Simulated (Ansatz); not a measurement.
**96-atom supercell of wurtzite BN, part 1 of 3**

Wanted: energy, pressure and frontier levels of the defect-free cell (PBEsol, HSE06 and r²SCAN).

Program: Ansatz 0.2.0, PAW, plane waves. These are calculated values, not measurements.

### Step 1. Starting point

96 atoms (48 B, 48 N); a = 7.623 Å, b = 8.802 Å, c = 8.407 Å, α = 90.00°, β = 90.00°, γ = 90.00°.

Plan of the steps: (2) PBEsol single point at the Γ point alone, on 8 threads of AMD EPYC 7B13; (3) HSE06 single point at the Γ point alone, on 8 threads of AMD EPYC 7B13; (4) r²SCAN single point at the Γ point alone, on 8 threads of AMD EPYC 7B13.

### Step 2. PBEsol on the given atoms

in.yaml

```yaml
crystal:
  lattice:
    - [7.622990, 0.000000, 0.000000]
    - [0.000000, 8.802271, 0.000000]
    - [0.000000, 0.000000, 8.406582]
  atoms:
    - { symbol: B, position: [0.000000, 0.166667, 0.000384] }
    - { symbol: B, position: [0.000000, 0.166667, 0.500384] }
    - { symbol: B, position: [0.333333, 0.166667, 0.000384] }
    - { symbol: B, position: [0.333333, 0.166667, 0.500384] }
    - { symbol: B, position: [0.166667, 0.416667, 0.000384] }
    - { symbol: B, position: [0.166667, 0.416667, 0.500384] }
    - { symbol: B, position: [0.000000, 0.666667, 0.000384] }
    - { symbol: B, position: [0.000000, 0.666667, 0.500384] }
    - { symbol: B, position: [0.666667, 0.166667, 0.000384] }
    - { symbol: B, position: [0.666667, 0.166667, 0.500384] }
    - { symbol: B, position: [0.500000, 0.416667, 0.000384] }
    - { symbol: B, position: [0.500000, 0.416667, 0.500384] }
    - { symbol: B, position: [0.333333, 0.666667, 0.000384] }
    - { symbol: B, position: [0.333333, 0.666667, 0.500384] }
    - { symbol: B, position: [0.166667, 0.916667, 0.000384] }
    - { symbol: B, position: [0.166667, 0.916667, 0.500384] }
    - { symbol: B, position: [0.833333, 0.416667, 0.000384] }
    - { symbol: B, position: [0.833333, 0.416667, 0.500384] }
    - { symbol: B, position: [0.666667, 0.666667, 0.000384] }
    - { symbol: B, position: [0.666667, 0.666667, 0.500384] }
    - { symbol: B, position: [0.500000, 0.916667, 0.000384] }
    - { symbol: B, position: [0.500000, 0.916667, 0.500384] }
    - { symbol: B, position: [0.833333, 0.916667, 0.000384] }
    - { symbol: B, position: [0.833333, 0.916667, 0.500384] }
    - { symbol: B, position: [0.166667, 0.083333, 0.250384] }
    - { symbol: B, position: [0.166667, 0.083333, 0.750384] }
    - { symbol: B, position: [0.000000, 0.333333, 0.250384] }
    - { symbol: B, position: [0.000000, 0.333333, 0.750384] }
    - { symbol: B, position: [0.500000, 0.083333, 0.250384] }
    - { symbol: B, position: [0.500000, 0.083333, 0.750384] }
    - { symbol: B, position: [0.333333, 0.333333, 0.250384] }
    - { symbol: B, position: [0.333333, 0.333333, 0.750384] }
    - { symbol: B, position: [0.166667, 0.583333, 0.250384] }
    - { symbol: B, position: [0.166667, 0.583333, 0.750384] }
    - { symbol: B, position: [0.000000, 0.833333, 0.250384] }
    - { symbol: B, position: [0.000000, 0.833333, 0.750384] }
    - { symbol: B, position: [0.833333, 0.083333, 0.250384] }
    - { symbol: B, position: [0.833333, 0.083333, 0.750384] }
    - { symbol: B, position: [0.666667, 0.333333, 0.250384] }
    - { symbol: B, position: [0.666667, 0.333333, 0.750384] }
    - { symbol: B, position: [0.500000, 0.583333, 0.250384] }
    - { symbol: B, position: [0.500000, 0.583333, 0.750384] }
    - { symbol: B, position: [0.333333, 0.833333, 0.250384] }
    - { symbol: B, position: [0.333333, 0.833333, 0.750384] }
    - { symbol: B, position: [0.833333, 0.583333, 0.250384] }
    - { symbol: B, position: [0.833333, 0.583333, 0.750384] }
    - { symbol: B, position: [0.666667, 0.833333, 0.250384] }
    - { symbol: B, position: [0.666667, 0.833333, 0.750384] }
    - { symbol: N, position: [0.000000, 0.166667, 0.187616] }
    - { symbol: N, position: [0.000000, 0.166667, 0.687616] }
    - { symbol: N, position: [0.333333, 0.166667, 0.187616] }
    - { symbol: N, position: [0.333333, 0.166667, 0.687616] }
    - { symbol: N, position: [0.166667, 0.416667, 0.187616] }
    - { symbol: N, position: [0.166667, 0.416667, 0.687616] }
    - { symbol: N, position: [0.000000, 0.666667, 0.187616] }
    - { symbol: N, position: [0.000000, 0.666667, 0.687616] }
    - { symbol: N, position: [0.666667, 0.166667, 0.187616] }
    - { symbol: N, position: [0.666667, 0.166667, 0.687616] }
    - { symbol: N, position: [0.500000, 0.416667, 0.187616] }
    - { symbol: N, position: [0.500000, 0.416667, 0.687616] }
    - { symbol: N, position: [0.333333, 0.666667, 0.187616] }
    - { symbol: N, position: [0.333333, 0.666667, 0.687616] }
    - { symbol: N, position: [0.166667, 0.916667, 0.187616] }
    - { symbol: N, position: [0.166667, 0.916667, 0.687616] }
    - { symbol: N, position: [0.833333, 0.416667, 0.187616] }
    - { symbol: N, position: [0.833333, 0.416667, 0.687616] }
    - { symbol: N, position: [0.666667, 0.666667, 0.187616] }
    - { symbol: N, position: [0.666667, 0.666667, 0.687616] }
    - { symbol: N, position: [0.500000, 0.916667, 0.187616] }
    - { symbol: N, position: [0.500000, 0.916667, 0.687616] }
    - { symbol: N, position: [0.833333, 0.916667, 0.187616] }
    - { symbol: N, position: [0.833333, 0.916667, 0.687616] }
    - { symbol: N, position: [0.166667, 0.083333, 0.437616] }
    - { symbol: N, position: [0.166667, 0.083333, 0.937616] }
    - { symbol: N, position: [0.000000, 0.333333, 0.437616] }
    - { symbol: N, position: [0.000000, 0.333333, 0.937616] }
    - { symbol: N, position: [0.500000, 0.083333, 0.437616] }
    - { symbol: N, position: [0.500000, 0.083333, 0.937616] }
    - { symbol: N, position: [0.333333, 0.333333, 0.437616] }
    - { symbol: N, position: [0.333333, 0.333333, 0.937616] }
    - { symbol: N, position: [0.166667, 0.583333, 0.437616] }
    - { symbol: N, position: [0.166667, 0.583333, 0.937616] }
    - { symbol: N, position: [0.000000, 0.833333, 0.437616] }
    - { symbol: N, position: [0.000000, 0.833333, 0.937616] }
    - { symbol: N, position: [0.833333, 0.083333, 0.437616] }
    - { symbol: N, position: [0.833333, 0.083333, 0.937616] }
    - { symbol: N, position: [0.666667, 0.333333, 0.437616] }
    - { symbol: N, position: [0.666667, 0.333333, 0.937616] }
    - { symbol: N, position: [0.500000, 0.583333, 0.437616] }
    - { symbol: N, position: [0.500000, 0.583333, 0.937616] }
    - { symbol: N, position: [0.333333, 0.833333, 0.437616] }
    - { symbol: N, position: [0.333333, 0.833333, 0.937616] }
    - { symbol: N, position: [0.833333, 0.583333, 0.437616] }
    - { symbol: N, position: [0.833333, 0.583333, 0.937616] }
    - { symbol: N, position: [0.666667, 0.833333, 0.437616] }
    - { symbol: N, position: [0.666667, 0.833333, 0.937616] }
kpoints:
  mp_grid: { grid: [1, 1, 1] }
hamiltonian:
  xc: pbesol
scf:
  occupations: { method: fermi_dirac, width: 0.01 }
output:
  forces: true
  eigenvalues: true
  stress: true
  populations: true
  eigenstates: { kpoints: [[0, 0, 0]], e_range: [-6.0, 6.0], localisation: true }
  write_density: true
  write_potential: true
  elf: true
  volumetric_format: npy
```

Command:

```console
$ ansatz run in.yaml --threads 8 --pin off --max-ram 17100MiB --runs-dir r --events-out ev --progress --plain
```

Log:

```text
Pseudopotentials: kind: paw
Functional definition: PBEsol
  exchange = pbesol_x
  correlation = pbesol_c
Crystal: 96 atoms, lattice volume = 564.078 Å³
Basis set: ecut = 420 eV, 11009 PW (Γ), exchange–correlation on 108×120×120 points (8 copies of the dense FFT grid, shifted against one another)
Bands: 288, of which v1, the nominal top of the filled ones, is band 192 counted from 1 (191 counted from 0)
Symmetry: 96 space group operations
Space group: P63mc (ITA 186), of the structure as read, at distance tolerance 8.3e-5 Å
k-points: 1
Non-local potential: B, projectors of the file, l = 0: 2, l = 1: 2, l = 2: 1
Non-local potential: N, projectors of the file, l = 0: 2, l = 1: 2, l = 2: 1
PAW form: soft (Blöchl's): semilocal exchange-correlation on the pseudo side does not see the compensation charge
PAW frozen core: B, regenerated for the run's functional, and the local potential with it (the file was generated under x = pbe(κ = 0.804, μ = 0.2195149727645171), c = pbe(β = 0.06672455060314922))
PAW frozen core: N, regenerated for the run's functional, and the local potential with it (the file was generated under x = pbe(κ = 0.804, μ = 0.2195149727645171), c = pbe(β = 0.06672455060314922))
PAW one-centre angular grid: B, 110 points (default); XC on 64 Gauss nodes
PAW one-centre angular grid: N, 110 points (default); XC on 64 Gauss nodes
Initial density: superposition of atomic densities (neutral atoms: chi_scale 0, normalization atom), corrected by the library's trained network
Initial wavefunctions: pseudopotential atomic-orbital guess
Functional: x = pbesol(κ = 0.804, μ = 0.12345679012345678), c = pbesol(β = 0.046)
SCF iter   1: F=—  HF=-25619.550228 eV  |F-HF|=—  |Δ(HF+E_count)|=         —  Δρ=1.03e-2  dr2=4.17e-1  ethr=1.77e-3  ⟨swp⟩=6.0  Hψ=1166  notcnv=0  defer=42
preconditioner: auto → Resta (q_TF=auto, 2.559 Å⁻¹)  ε∞=4.1  [insulator: Δε(μ)=4.853 eV  Ē_g=17.406 eV  σ=0.010 eV  W_gap=1.00  n_scr=154 (ndim 8)  ℏωp=30.6 eV  f_vac=0.000  D(μ)=0.00/eV (n_scr^D=0)  ε∞_Penn≈4.1]
SCF iter   2: F=—  HF=-25619.424860 eV  |F-HF|=—  |Δ(HF+E_count)|=   1.25e-1  Δρ=2.90e-3  dr2=2.69e-2  ethr=1.09e-4  ⟨swp⟩=2.0  Hψ=481  notcnv=0  defer=91
SCF iter   3: F=—  HF=-25619.419732 eV  |F-HF|=—  |Δ(HF+E_count)|=   5.13e-3  Δρ=1.17e-3  dr2=4.57e-3  ethr=7.00e-6  ⟨swp⟩=3.0  Hψ=394  notcnv=0  defer=91
SCF iter   4: F=—  HF=-25619.418816 eV  |F-HF|=—  |Δ(HF+E_count)|=   9.15e-4  Δρ=8.47e-5  dr2=1.98e-5  ethr=1.19e-6  ⟨swp⟩=3.0  Hψ=461  notcnv=0  defer=91
SCF iter   5: F=—  HF=-25619.419757 eV  |F-HF|=—  |Δ(HF+E_count)|=   9.41e-4  Δρ=1.26e-5  dr2=4.73e-7  ethr=5.17e-9  ⟨swp⟩=2.0  Hψ=319  notcnv=0  defer=91
SCF iter   6: F=-25619.419758 eV  HF=-25619.419758 eV  |F-HF|=1.06e-8  |Δ(HF+E_count)|=   4.55e-7  Δρ=1.69e-6  dr2=9.10e-9  ethr=2.60e-11  ⟨swp⟩=19.0  Hψ=2425  notcnv=0
SCF 1 converged in 6 iterations: F = -25619.419758 eV  dr2 = 9.10e-9
NSCF: frozen V_eff on 1 k-points
SCF converged after 6 iterations
Free energy (F): -25619.419758 eV
Harris-Foulkes:  -25619.419758 eV  (|F-HF|=1.06e-8)
Internal energy: -25619.419758 eV  (E = F + TS)
E sigma→0 (E₀):  -25619.419758 eV
Fermi energy:    13.875872 eV
--- Per-component energies (eV) ---
  E_band       = 1275.042273
  E_kinetic    = 8907.994850
  E_local      = -8402.346926  (includes V_loc(G=0)·N_el)
  E_nonlocal   = 2723.133852
  E_hartree    = 2345.711628
  E_xc         = -4452.833383
  E_vxc        = -5559.137993  (∫ρ·V_xc dr)
  E_paw        = -9533.101520  (= ΣΔE_a)
  E_vpaw       = -1086.029499  (= ΣTr[D̂ρ^β])
  E_aug_tail   = 0.004785  (compensation charges beyond the density's cutoff)
  E_ewald      = -17210.037912
  E_core_change = 2.054868  (= ΣΔE_core)
  E_smearing   = -0.000000  (= −TS)
  E_closure    = -0.000000  (closes the sum)
  Σ components = -25619.419758   (vs F -25619.419758, Δ=0.00e0)
--- Forces (eV/Å), atoms counted from 1 ---
  atom   1  B     -0.00000000    -0.07487446    -0.10566363
  atom   2  B     -0.00000000    -0.07487446    -0.10566363
  atom   3  B     -0.00000000    -0.07487446    -0.10566363
  atom   4  B      0.00000000    -0.07487446    -0.10566363
  atom   5  B     -0.00000000    -0.07487446    -0.10566363
  atom   6  B      0.00000000    -0.07487446    -0.10566363
  atom   7  B      0.00000000    -0.07487446    -0.10566363
  atom   8  B     -0.00000000    -0.07487446    -0.10566363
  atom   9  B     -0.00000000    -0.07487446    -0.10566363
  atom  10  B     -0.00000000    -0.07487446    -0.10566363
  atom  11  B      0.00000000    -0.07487446    -0.10566363
  atom  12  B     -0.00000000    -0.07487446    -0.10566363
  atom  13  B      0.00000000    -0.07487446    -0.10566363
  atom  14  B      0.00000000    -0.07487446    -0.10566363
  atom  15  B      0.00000000    -0.07487446    -0.10566363
  atom  16  B     -0.00000000    -0.07487446    -0.10566363
  atom  17  B      0.00000000    -0.07487446    -0.10566363
  atom  18  B      0.00000000    -0.07487446    -0.10566363
  atom  19  B     -0.00000000    -0.07487446    -0.10566363
  atom  20  B     -0.00000000    -0.07487446    -0.10566363
  atom  21  B      0.00000000    -0.07487446    -0.10566363
  atom  22  B      0.00000000    -0.07487446    -0.10566363
  atom  23  B      0.00000000    -0.07487446    -0.10566363
  atom  24  B      0.00000000    -0.07487446    -0.10566363
  atom  25  B      0.00000000     0.07487446    -0.10566363
  atom  26  B     -0.00000000     0.07487446    -0.10566363
  atom  27  B     -0.00000000     0.07487446    -0.10566363
  atom  28  B      0.00000000     0.07487446    -0.10566363
  atom  29  B     -0.00000000     0.07487446    -0.10566363
  atom  30  B      0.00000000     0.07487446    -0.10566363
  atom  31  B     -0.00000000     0.07487446    -0.10566363
  atom  32  B      0.00000000     0.07487446    -0.10566363
  atom  33  B      0.00000000     0.07487446    -0.10566363
  atom  34  B      0.00000000     0.07487446    -0.10566363
  atom  35  B      0.00000000     0.07487446    -0.10566363
  atom  36  B     -0.00000000     0.07487446    -0.10566363
  atom  37  B      0.00000000     0.07487446    -0.10566363
  atom  38  B      0.00000000     0.07487446    -0.10566363
  atom  39  B      0.00000000     0.07487446    -0.10566363
  atom  40  B     -0.00000000     0.07487446    -0.10566363
  atom  41  B     -0.00000000     0.07487446    -0.10566363
  atom  42  B     -0.00000000     0.07487446    -0.10566363
  atom  43  B     -0.00000000     0.07487446    -0.10566363
  atom  44  B     -0.00000000     0.07487446    -0.10566363
  atom  45  B      0.00000000     0.07487446    -0.10566363
  atom  46  B     -0.00000000     0.07487446    -0.10566363
  atom  47  B     -0.00000000     0.07487446    -0.10566363
  atom  48  B     -0.00000000     0.07487446    -0.10566363
  atom  49  N     -0.00000000    -0.09393191     0.10566288
  atom  50  N     -0.00000000    -0.09393191     0.10566288
  atom  51  N     -0.00000000    -0.09393191     0.10566288
  atom  52  N     -0.00000000    -0.09393191     0.10566288
  atom  53  N      0.00000000    -0.09393191     0.10566288
  atom  54  N     -0.00000000    -0.09393191     0.10566288
  atom  55  N      0.00000000    -0.09393191     0.10566288
  atom  56  N     -0.00000000    -0.09393191     0.10566288
  atom  57  N     -0.00000000    -0.09393191     0.10566288
  atom  58  N      0.00000000    -0.09393191     0.10566288
  atom  59  N     -0.00000000    -0.09393191     0.10566288
  atom  60  N      0.00000000    -0.09393191     0.10566288
  atom  61  N     -0.00000000    -0.09393191     0.10566288
  atom  62  N     -0.00000000    -0.09393191     0.10566288
  atom  63  N     -0.00000000    -0.09393191     0.10566288
  atom  64  N     -0.00000000    -0.09393191     0.10566288
  atom  65  N     -0.00000000    -0.09393191     0.10566288
  atom  66  N     -0.00000000    -0.09393191     0.10566288
  atom  67  N     -0.00000000    -0.09393191     0.10566288
  atom  68  N     -0.00000000    -0.09393191     0.10566288
  atom  69  N     -0.00000000    -0.09393191     0.10566288
  atom  70  N     -0.00000000    -0.09393191     0.10566288
  atom  71  N     -0.00000000    -0.09393191     0.10566288
  atom  72  N     -0.00000000    -0.09393191     0.10566288
  atom  73  N      0.00000000     0.09393191     0.10566288
  atom  74  N      0.00000000     0.09393191     0.10566288
  atom  75  N      0.00000000     0.09393191     0.10566288
  atom  76  N      0.00000000     0.09393191     0.10566288
  atom  77  N      0.00000000     0.09393191     0.10566288
  atom  78  N      0.00000000     0.09393191     0.10566288
  atom  79  N      0.00000000     0.09393191     0.10566288
  atom  80  N      0.00000000     0.09393191     0.10566288
  atom  81  N      0.00000000     0.09393191     0.10566288
  atom  82  N      0.00000000     0.09393191     0.10566288
  atom  83  N     -0.00000000     0.09393191     0.10566288
  atom  84  N      0.00000000     0.09393191     0.10566288
  atom  85  N      0.00000000     0.09393191     0.10566288
  atom  86  N      0.00000000     0.09393191     0.10566288
  atom  87  N      0.00000000     0.09393191     0.10566288
  atom  88  N      0.00000000     0.09393191     0.10566288
  atom  89  N      0.00000000     0.09393191     0.10566288
  atom  90  N     -0.00000000     0.09393191     0.10566288
  atom  91  N     -0.00000000     0.09393191     0.10566288
  atom  92  N      0.00000000     0.09393191     0.10566288
  atom  93  N      0.00000000     0.09393191     0.10566288
  atom  94  N      0.00000000     0.09393191     0.10566288
  atom  95  N      0.00000000     0.09393191     0.10566288
  atom  96  N     -0.00000000     0.09393191     0.10566288
  max |Σ_I F_I| component: 3.61e-5 eV/Å
--- Stress (GPa, compression-positive) ---
        3.590306      -0.000000      -0.000000
        0.000000      -1.389715      -0.000000
        0.000000       0.000000      -0.256775
  P = ⅓ Tr σ = 0.6479 GPa (6.479 kbar)
--- Band table (eV) ---
  k-point 0: bands = [... 180 lower levels ..., "9.4002", "9.7509", "9.7509", "10.2110", "10.2110", "10.2127", "10.2127", "10.2456", "10.2456", "11.1192", "11.4025", "11.4044", "16.3482", "16.3482", "17.8523", "17.8523", "17.9690", "18.5902", "18.5902", "18.6561", "18.6561", "18.6561", "18.6561", "18.7047", ... 84 higher levels ...]
--- Löwdin populations: 96 sites ---
  site symbol       q [e]
     0      B      2.6932
     1      B      2.6932
[... 94 atoms left out ...]
  spilling = 0.003486 (of n_electrons = 384.000000)
```

Wall time 5.4 s (8 threads of AMD EPYC 7B13, shared host); peak memory 1.4 GiB.

Top filled level 11.404 eV, lowest empty level 16.348 eV: 4.94 eV apart at the Γ point alone.

Frontier states and how far they spread:

```
level (eV)  spin  filling  atoms sharing it  main element  its share  largest atom
     -0.29  both     2.00              70.7             N       0.80             –
      0.00  both     2.00              68.5             N       0.82             –
      0.00  both     2.00              68.5             N       0.82             –
      4.94  both     0.00              94.1             B       0.57             –
      4.94  both     0.00              94.1             B       0.57             –
```

Density in a lattice plane of the grid's cell (edges 8.80 and 8.41 Å, at 0.000 of the third edge), which holds B and N.

Ten even steps from ' ' (0.07 e/Å³) to '@' (3.61 e/Å³):
```
    ......::==%%@@%%::      ......::==%%@@%%::  
            ::**@@**..              ::**@@**..  
            ..::==::                ..::==::    
            ....::..                ....::..    
    ..--++==::..  ....      ..--++==::..  ....  
    ::%%@@%%==::......      ::%%@@%%==::......  
    ..**@@**::              ..**@@**::          
      ::==::..                ::==::..          
      ..::....                ..::....          
    ....  ..::==++--..      ....  ..::==++--..  
    ......::==%%@@%%::      ......::==%%@@%%::  
            ::**@@**..              ::**@@**..  
            ..::==::                ..::==::    
            ....::..                ....::..    
    ..--++==::..  ....      ..--++==::..  ....  
    ::%%@@%%==::......      ::%%@@%%==::......  
    ..**@@**::              ..**@@**::          
      ::==::..                ::==::..          
      ..::....                ..::....          
    ....  ..::==++--..      ....  ..::==++--..  
```
Columns run along the first of these edges and rows up along the second, over one cell in 24 and 20 even steps from the bottom left corner. Atoms in the plane (fractional): B at (0.17, 0.00), B at (0.17, 0.50), B at (0.67, 0.00), B at (0.67, 0.50), B at (0.33, 0.25), B at (0.33, 0.75), B at (0.83, 0.25), B at (0.83, 0.75), N at (0.17, 0.19), N at (0.17, 0.69), N at (0.67, 0.19), N at (0.67, 0.69), N at (0.33, 0.44), N at (0.33, 0.94), N at (0.83, 0.44), N at (0.83, 0.94).

ELF in the same plane.

Ten even steps from ' ' (0.02) to '@' (0.91):
```
    --::..**@@**  ++##::    --::..**@@**  ++##::
    ......==####++##**..    ......==####++##**..
            ==%%@@@@==              ==%%@@@@==  
    ..--------======::      ..--------======::  
  ..**%%##%%@@--    ::..  ..**%%##%%@@--    ::..
  ::##++  **@@**..::--    ::##++  **@@**..::--  
  ..**##++####==......    ..**##++####==......  
    ==@@@@%%==              ==@@@@%%==          
    ::======--------..      ::======--------..  
  ..::    --@@%%##%%**..  ..::    --@@%%##%%**..
    --::..**@@**  ++##::    --::..**@@**  ++##::
    ......==####++##**..    ......==####++##**..
            ==%%@@@@==              ==%%@@@@==  
    ..--------======::      ..--------======::  
  ..**%%##%%@@--    ::..  ..**%%##%%@@--    ::..
  ::##++  **@@**..::--    ::##++  **@@**..::--  
  ..**##++####==......    ..**##++####==......  
    ==@@@@%%==              ==@@@@%%==          
    ::======--------..      ::======--------..  
  ..::    --@@%%##%%**..  ..::    --@@%%##%%**..
```
Columns run along the first of these edges and rows up along the second, over one cell in 24 and 20 even steps from the bottom left corner. Atoms in the plane (fractional): B at (0.17, 0.00), B at (0.17, 0.50), B at (0.67, 0.00), B at (0.67, 0.50), B at (0.33, 0.25), B at (0.33, 0.75), B at (0.83, 0.25), B at (0.83, 0.75), N at (0.17, 0.19), N at (0.17, 0.69), N at (0.67, 0.19), N at (0.67, 0.69), N at (0.33, 0.44), N at (0.33, 0.94), N at (0.83, 0.44), N at (0.83, 0.94).

Both are smooth fields of the valence electrons: close to the nuclei they are not physical.

Maxima of ELF outside the ion cores: 0.92 on the B–N line, 0.7 Å from B.

(Continued in part 2 of 3.)
